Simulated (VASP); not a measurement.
# Sb in VASP: relaxation of cell and atoms with revPBE+D3(BJ)

Aim: the relaxation of cell and atoms of Sb with revPBE+D3(BJ).

Program: VASP 6.6.1. These are calculated values, not measurements. Logs are shortened: lines on timing, memory, paths and dates and some standing lists are left out, and cuts for length are marked.

## 1. The structure

The cell holds a sheet with vacuum, 2 atoms: a = 4.080 Å, b = 4.080 Å, c = 17.650 Å, α = 90.00°, β = 90.00°, γ = 120.00°.

The cell was built by a generator and needn't be a form met in nature.

## 2. Relaxation of cell and atoms, revPBE+D3(BJ)

INCAR

```
SYSTEM = Sb
  PREC = Accurate
  ENCUT = 600
  EDIFF = 1E-6
  ISMEAR = 0
  SIGMA = 0.03
  LREAL = .False.
  LASPH = .True.
  NELM = 120
  ALGO = Normal
  ISIF = 3
  LWAVE = .False.
  LCHARG = .False.
  GGA = RE
  IVDW = 12
  IBRION = 2
  NSW = 40
  EDIFFG = -0.005
  LATTICE_CONSTRAINTS = .TRUE. .TRUE. .FALSE.
  KPAR = 2
```

KPOINTS

```
Automatic mesh
0
Gamma
  12 12 1
  0 0 0
```

POSCAR

```
Sb
1.0
    4.0800000000      0.0000000000      0.0000000000
   -2.0400000000      3.5333836500      0.0000000000
    0.0000000000      0.0000000000     17.6500000000
Sb
2
Direct
    0.3333330000      0.6666670000      0.4532577900
    0.6666670000      0.3333330000      0.5467422100
```

Potentials or basis: VASP PAW PBE potentials, release 64 (Sb).

Started as:

```console
$ cat potpaw_PBE.64/Sb/POTCAR > POTCAR
$ mpirun -np 2 vasp_std > vasp.out
```

OUTCAR:

```text
SYSTEM = Sb
   PREC = Accurate
   ENCUT = 600
   EDIFF = 1E-6
   ISMEAR = 0
   LREAL = .False.
   LASPH = .True.
   NELM = 120
   ISIF = 3
   GGA = RE
   IVDW = 12
   IBRION = 2
   NSW = 40
   EDIFFG = -0.005
 IVDW          = 12

 ion  position               nearest neighbor table
   1  0.333  0.667  0.453-   2 2.88   2 2.88   2 2.88
   2  0.667  0.333  0.547-   1 2.88   1 2.88   1 2.88

  LATTYP: Found a hexagonal cell.
 ALAT       =     4.0800000000
 C/A-ratio  =     4.3259803922

  Lattice vectors:

 A1 = (   4.0800000000,   0.0000000000,   0.0000000000)
 A2 = (  -2.0400000000,   3.5333836500,   0.0000000000)
 A3 = (   0.0000000000,   0.0000000000,  17.6500000000)

Analysis of symmetry for initial positions (statically):
=====================================================================
 Subroutine PRICEL returns:
 Original cell was already a primitive cell.

 Routine SETGRP: Setting up the symmetry group for a
 hexagonal supercell.

 Subroutine GETGRP returns: Found 12 space group operations
 (whereof 12 operations were pure point group operations)
 out of a pool of 24 trial point group operations.

The static configuration has the point symmetry D_3d.

Analysis of symmetry for dynamics (positions and initial velocities):
=====================================================================
 Subroutine PRICEL returns:
 Original cell was already a primitive cell.

 Routine SETGRP: Setting up the symmetry group for a
 hexagonal supercell.

 Subroutine GETGRP returns: Found 12 space group operations
 (whereof 12 operations were pure point group operations)
 out of a pool of 24 trial point group operations.

The dynamic configuration has the point symmetry D_3d.

 Subroutine INISYM returns: Found 12 space group operations
 (whereof 12 operations are pure point group operations),
 and found     1 'primitive' translations

----------------------------------------------------------------------------------------

                                     Primitive cell

  volume of cell :     254.4460

  direct lattice vectors                    reciprocal lattice vectors
     4.080000000  0.000000000  0.000000000     0.245098039  0.141507419  0.000000000
    -2.040000000  3.533383650  0.000000000     0.000000000  0.283014838  0.000000000
     0.000000000  0.000000000 17.650000000     0.000000000  0.000000000  0.056657224

  length of vectors
     4.080000000  4.080000002 17.650000000     0.283014838  0.283014838  0.056657224

  position of ions in fractional coordinates (direct lattice)
     0.333333000  0.666667000  0.453257790
     0.666667000  0.333333000  0.546742210

  ion indices of the primitive-cell ions
   primitive index   ion index
                 1           1
                 2           2

----------------------------------------------------------------------------------------

 KPOINTS: Automatic mesh

Automatic generation of k-mesh.
 Grid dimensions read from file:
 generate k-points for:   12   12    1

 Generating k-lattice:

  Cartesian coordinates                     Fractional coordinates (reciprocal lattice)
     0.020424837  0.011792285  0.000000000     0.083333333  0.000000000  0.000000000
     0.000000000  0.023584570  0.000000000     0.000000000  0.083333333  0.000000000
     0.000000000  0.000000000  0.056657224     0.000000000  0.000000000  1.000000000

  Length of vectors
     0.023584570  0.023584570  0.056657224

  Shift w.r.t. Gamma in fractional coordinates (k-lattice)
     0.000000000  0.000000000  0.000000000

 Subroutine IBZKPT returns following result:
 ===========================================

 Found     19 irreducible k-points:

 Following reciprocal coordinates:
            Coordinates               Weight
  0.000000  0.000000  0.000000      1.000000
  0.083333 -0.000000  0.000000      6.000000
  0.166667 -0.000000  0.000000      6.000000
  0.250000  0.000000  0.000000      6.000000
  0.333333 -0.000000  0.000000      6.000000
  0.416667  0.000000  0.000000      6.000000
[... 11 lines left out ...]
  0.333333  0.250000  0.000000     12.000000
  0.333333  0.333333  0.000000      2.000000
   k-points           NKPTS =     19   k-points in BZ     NKDIM =     19   number of bands    NBANDS=      9
   number of dos      NEDOS =    301   number of ions     NIONS =      2
   total plane-waves  NPLWV = 186624
   dimension x,y,z NGX =    36 NGY =   36 NGZ =  144
   dimension x,y,z NGXF=    72 NGYF=   72 NGZF=  288
   ions per type =               2
   NGX,Y,Z   is equivalent  to a cutoff of  14.67, 14.67, 13.56 a.u.
   NGXF,Y,Z  is equivalent  to a cutoff of  29.34, 29.34, 27.13 a.u.
 SYSTEM =  Sb
   PREC   = accura    normal or accurate (medium, high low for compatibility)
   ISTART =      0    job   : 0-new  1-cont  2-samecut
   ICHARG =      2    charge: 1-file 2-atom 10-const
   ISPIN  =      1    spin polarized calculation?
   LNONCOLLINEAR =      F non collinear calculations
   LSORBIT =      F    spin-orbit coupling
   LASPH  =      T    aspherical Exc in radial PAW
   ENCUT  =  600.0 eV  44.10 Ry    6.64 a.u.   8.15  8.15 35.25*2*pi/ulx,y,z
   NELM   =    120;   NELMIN=  2; NELMDL= -5     # of ELM steps
   EDIFF  = 0.1E-05   stopping-criterion for ELM
   LREAL  =      F    real-space projection
   EDIFFG = -.5E-02   stopping-criterion for IOM
   NSW    =     40    number of steps for IOM
   IBRION =      2    ionic relax: 0-MD 1-quasi-New 2-CG
   NFREE  =      1    steps in history (QN), initial steepest desc. (CG)
   ISIF   =      3    stress and relaxation
   ISYM   =      2    0-nonsym 1-usesym 2-fastsym
   POTIM  = 0.5000    time-step for ionic-motion
   TEBEG  =    0.0;   TEEND  =   0.0 temperature during run
   PSTRESS=    0.0 pullay stress
   NELECT =      10.0000    total number of electrons
   NUPDOWN=      -1.0000    fix difference up-down
   EMIN   =  10.00;   EMAX   =-10.00  energy-range for DOS
   EFERMI =   0.00;   METHOD = LEGACY
   ISMEAR =     0;   SIGMA  =   0.03  broadening in eV -4-tet -1-fermi 0-gaus
   EFERMI_NEDOS =   21; number of points for ismear=-14 and -15
   IALGO  =     38    algorithm
   IMIX   =      4    mixing-type and parameters
     AMIX     =   0.40;   BMIX     =  1.00
     AMIX_MAG =   1.60;   BMIX_MAG =  1.00
  volume/ion in A,a.u.               =     127.22       858.54
  Fermi-wavevector in a.u.,A,eV,Ry     =   0.556600  1.051821  4.215128  0.309803
  Thomas-Fermi vector in A             =   1.590836
   LORBIT       =      0    0 simple, 1 ext, 2 COOP (PROOUT), +10 PAW based schemes
   GGA     = RE    functional components
   LHFCALC =     F    Hartree Fock is set to
   AEXX    =    0.0000 exact exchange contribution
   IVDW    =    12    specifies the selected vdW correction
   LEPSILON=     F    determine dielectric tensor
   LRPA    =     F    only Hartree local field effects (RPA)
 conjugate gradient relaxation of ions
 non-spin polarized calculation
 Gauss-broadening in eV      SIGMA  =   0.03
  energy-cutoff  :      600.00
  volume of cell :      254.45
 maximum number of plane-waves:      8520
 NGX is ok and might be reduce to    36
   NGX = 17   NGY = 17   NGZ = 71

--------------------------------------- Ionic step        1  -------------------------------------------

 number of electron      10.0000000 magnetization

 Free energy of the ion-electron system (eV)
  ---------------------------------------------------
  ext. energy  EPLUGINS =         0.00000000
  ---------------------------------------------------
  free energy    TOTEN  =        -7.62739040 eV

  energy without entropy =       -7.62739040  energy(sigma->0) =       -7.62739040

------------------------ aborting loop because EDIFF is reached ----------------------------------------

 Edisp (eV)   -0.91368

 E8    (eV) :    -0.6807

  FORCE on cell =-STRESS in cart. coord.  units (eV):
  Direction    XX          YY          ZZ          XY          YZ          ZX
  --------------------------------------------------------------------------------------
  -------------------------------------------------------------------------------------
  Total      -0.15730    -0.15730     0.17844     0.00000     0.00000     0.00000
  in kB      -0.99050    -0.99050     1.12356     0.00000     0.00000     0.00000
  external pressure =       -0.29 kB  Pullay stress =        0.00 kB

 VOLUME and BASIS-vectors are now :
 -----------------------------------------------------------------------------
  energy-cutoff  :      600.00
  volume of cell :      254.45
      direct lattice vectors                 reciprocal lattice vectors
     4.080000000  0.000000000  0.000000000     0.245098039  0.141507419  0.000000000
    -2.040000000  3.533383650  0.000000000     0.000000000  0.283014838  0.000000000
     0.000000000  0.000000000 17.650000000     0.000000000  0.000000000  0.056657224
[... 201 lines left out ...]
 POSITION                                       TOTAL-FORCE (eV/Angst)
 -----------------------------------------------------------------------------------
     -0.00000      2.33999      7.98798         0.000000      0.000000      0.021364
      2.02649      1.16999      9.66202         0.000000      0.000000     -0.021364
 -----------------------------------------------------------------------------------
    total drift:                                0.000000      0.000000      0.000000

  FREE ENERGIE OF THE ION-ELECTRON SYSTEM (eV)
  ---------------------------------------------------
  free  energy   TOTEN  =        -8.5433356813 eV

  energy  without entropy=       -8.5433356813  energy(sigma->0) =       -8.54333568

--------------------------------------- Ionic step        7  -------------------------------------------

 number of electron      10.0000000 magnetization

 Free energy of the ion-electron system (eV)
  ---------------------------------------------------
  ext. energy  EPLUGINS =         0.00000000
  ---------------------------------------------------
  free energy    TOTEN  =        -7.61733859 eV

  energy without entropy =       -7.61733859  energy(sigma->0) =       -7.61733859

 E-fermi :  -1.6734     XC(G=0):  -3.0964

 val. band max:       -1.7982270171   @ k =   0.0000   0.0000   0.0000
 cond. band min:      -0.6681176637   @ k =   0.3333  -0.0000   0.0000
 fundamental gap:      1.1301093535
 Fermi energy:        -1.6733733108

 k-point     1 :       0.0000    0.0000    0.0000
  band No.  band energies     occupation
      1     -13.3563      2.00000
      2      -8.3524      2.00000
      3      -2.7105      2.00000
      4      -1.7983      2.00000
      5      -1.7982      2.00000
      6      -0.1040      0.00000
      7       0.9613      0.00000
      8       0.9614      0.00000
      9       2.2312      0.00000

 k-point     2 :       0.0833   -0.0000    0.0000
  band No.  band energies     occupation
      1     -13.2793      2.00000
      2      -8.3397      2.00000
      3      -2.6731      2.00000
      4      -2.5539      2.00000
      5      -1.9803      2.00000
      6       0.3423      0.00000
      7       0.8958      0.00000
      8       1.1284      0.00000
      9       2.3473      0.00000
[... 228 lines left out ...]
 POSITION                                       TOTAL-FORCE (eV/Angst)
 -----------------------------------------------------------------------------------
     -0.00000      2.33915      7.98873         0.000000     -0.000000      0.001888
      2.02576      1.16957      9.66127        -0.000000      0.000000     -0.001888
 -----------------------------------------------------------------------------------
    total drift:                               -0.000000     -0.000000      0.000000

  FREE ENERGIE OF THE ION-ELECTRON SYSTEM (eV)
  ---------------------------------------------------
  free  energy   TOTEN  =        -8.5433575505 eV

  energy  without entropy=       -8.5433575505  energy(sigma->0) =       -8.54335755

 reached required accuracy - stopping structural energy minimisation
```

It took 86 s on 2 MPI ranks of Intel Xeon 6975P-C (Granite Rapids), shared host; peak memory 0.49 GiB.

Results:

```yaml
Free_energy: -8.5434 eV
Relaxed_volume: 125.45 Å³/atom
Relaxed_cell: a = 4.052 Å, b = 4.052 Å, c = 17.650 Å, α = 90.00°, β = 90.00°, γ = 120.00°
Space_group_after_relaxing_to_0.05_Å: P-3m1 (No. 164)
Energy_gained_by_relaxing: 1.1 meV/atom
Ionic_steps: 7
Band_gap_on_the_k_mesh: 1.13 eV, indirect (least direct gap 1.69 eV)
Dispersion_energy_per_atom: -0.463 eV
```

Step by step:
| step | energy change (eV) | largest force (eV/Å) | pressure (GPa) | volume (Å³) |
| --- | --- | --- | --- | --- |
| 1 | 0.0000 | 0.1133 | -0.03 | 254.45 |
| 2 | -0.0018 | 0.0636 | 0.00 | 252.52 |
| 3 | -0.0023 | 0.0223 | 0.02 | 250.94 |
| 4 | -0.0023 | 0.0211 | 0.01 | 250.87 |
| 5 | -0.0023 | 0.0167 | 0.02 | 250.73 |
| 6 | -0.0023 | 0.0214 | -0.01 | 251.09 |
| 7 | -0.0023 | 0.0019 | 0.00 | 250.91 |

Final structure:
```
CELL_PARAMETERS angstrom
4.05152 0.00000 0.00000
-2.02576 3.50872 0.00000
0.00000 0.00000 17.65000
ATOMIC_POSITIONS crystal
Sb 0.33333 0.66667 0.45262
Sb 0.66667 0.33333 0.54738
```

Levels at points of the mesh, in eV from the valence-band top:
```
           k point  band 3  band 4  band 5  band 6  band 7  band 8
(0.00, 0.00, 0.00)   -0.91    0.00    0.00    1.69    2.76    2.76
(0.50, 0.00, 0.00)   -3.20   -1.72   -1.64    1.56    2.19    3.43
```

Caveat: the PAW data sets were made with another functional, which shifts forces and pressure a little; spin-orbit coupling is left out, which moves the levels of the heavy elements. A hybrid or GW would open this gap; revPBE tends to underestimate it.
